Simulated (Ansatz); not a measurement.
# SiC (Moissanite) under changes of volume

One of the cells (10.341 Å³/atom); the others are scaled copies at fixed shape and fractional positions:

```
CELL_PARAMETERS angstrom
3.07600 0.00000 0.00000
-1.53800 2.66389 0.00000
0.00000 0.00000 5.04800
ATOMIC_POSITIONS crystal
Si 0.66667 0.33333 0.50000
Si 0.33333 0.66667 0.00000
C 0.66667 0.33333 0.88500
C 0.33333 0.66667 0.38500
```

```yaml
Program: Ansatz 0.2.0
Functional: SVWN5
Potentials_or_basis: Ansatz PAW
Cutoff: "420 eV (not typed: the program's choice for these potentials)"
k_mesh: 10 × 10 × 5
Occupations: fermi-dirac, width 0.05 eV
Spin: no spin polarisation
```

| volume (Å³/atom) | energy over the lowest point (meV/atom) | pressure (GPa) | gap on the mesh (eV) | largest force (eV/Å) |
| --- | --- | --- | --- | --- |
| 9.721 | ? | ? | ? | ? |
| 9.927 | 3.62 | 5.3 | 2.31 | 0.799 |
| 10.134 | 0.00 | 0.4 | 2.34 | 0.765 |
| 10.341 | 2.46 | -4.1 | 2.37 | 0.732 |
| 10.548 | 10.47 | -8.2 | 2.40 | 0.702 |
| 10.755 | 23.47 | -11.9 | 2.43 | 0.673 |
| 10.961 | 41.00 | -15.2 | 2.39 | 0.645 |

What does the run at 9.721 Å³/atom give?

Energy over the lowest point 14.02 meV/atom; pressure 10.8 GPa; gap on the mesh 2.27 eV; largest force 0.835 eV/Å.

Worked out: A Birch-Murnaghan fit of order 3 (a polynomial in V^(-2/3)) to the other rows has its minimum at 10.15 Å³/atom with B0 = V·E''(V) = 229 GPa and B' = 3.6 at fixed shape and positions, which overstates the stiffness. It gives 13.85 meV/atom at 9.721 Å³/atom, against the run's 14.02, and -dE/dV = 10.7 GPa, against 10.8. A parabola through the other rows of the gap, of slope 3.14 eV per unit of ln V there, extrapolates to 2.24 eV, against the run's 2.27.

Energies are extrapolated to zero smearing.

Caveats: odd divisions of the mesh miss points on the zone boundary, where band edges often lie, so the gap on the mesh can be too wide; the PAW data sets come from PBE, with cores solved anew for the run's functional, which leaves a small shift of forces and pressure.

A mesh can miss the band edges.
